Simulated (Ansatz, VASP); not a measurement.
**One calculation of KI2, two programs**

File INCAR:

```
SYSTEM = KI2
  ALGO = Normal
  EDIFF = 1E-6
  ENCUT = 520
  GGA = PE
  ISIF = 2
  ISMEAR = 0
  LASPH = .TRUE.
  LCHARG = .FALSE.
  LREAL = .FALSE.
  LWAVE = .FALSE.
  NBANDS = 18
  NELM = 60
  PREC = Accurate
  SIGMA = 0.1
```

File KPOINTS:

```
k-points
0
G
  6 6 6
  0 0 0
```

File POSCAR:

```
KI2
1.0
   -2.2888435400      2.2888435400      5.5876925400
    2.2888435400     -2.2888435400      5.5876925400
    2.2888435400      2.2888435400     -5.5876925400
K I
1 2
Direct
    0.0000000000      0.0000000000      0.0000000000
    0.3330000000      0.3330000000      0.0000000000
    0.6670000000      0.6670000000      0.0000000000
```

Input for Ansatz:

```yaml
crystal:
  lattice:
    - [-2.28884354, 2.28884354, 5.58769254]
    - [2.28884354, -2.28884354, 5.58769254]
    - [2.28884354, 2.28884354, -5.58769254]
  atoms:
    - { symbol: K, position: [0.0, 0.0, 0.0] }
    - { symbol: I, position: [0.333, 0.333, 0.0] }
    - { symbol: I, position: [0.667, 0.667, 0.0] }
basis:
  ecutwfc: 420
kpoints:
  mp_grid: { grid: [6, 6, 6] }
hamiltonian:
  xc: pbe
scf:
  occupations: { method: gaussian, width: 0.1 }
  lower_state_search: "off"
output:
  forces: true
  stress: true
  eigenvalues: true
```

Change from the starting cell: species swapped into the TmAu2 type (I4/mmm, No. 139).

Alike in both runs: task single point; functional PBE; k mesh 6 × 6 × 6; occupations gaussian, width 0.1 eV; no spin polarisation.

```csv
,VASP,Ansatz
version,VASP 6.6.1,Ansatz 0.2.0
potentials or method,"VASP PAW PBE potentials, release 64 (K_sv, I)","scalar-relativistic, plane waves, PAW"
plane-wave cutoff (eV),520,420
valence electrons in the cell,23,43
```

|  | VASP | Ansatz | Ansatz less VASP |
| --- | --- | --- | --- |
| gap on the k mesh at the Fermi level (eV) | none | none | - |
| pressure (GPa) | 0.8 | 0.8 | -0.02 |
| largest component of the traceless stress (GPa) | 0.52 | 0.52 | 0.000 |
| rms of the force components (eV/Å) | 0.216 | 0.216 | +0.0002 |

Atom by atom the forces differ by 0.000 eV/Å (rms over components). A gap of «none» marks a metal or a gap that the smearing closes. The two sets of potentials don't hold the same shells in valence.

Caveats: an odd number of electrons without spin polarisation forces a metal; a magnetic or distorted state may lie lower. Spin-orbit coupling is left out, which matters for the levels of I.
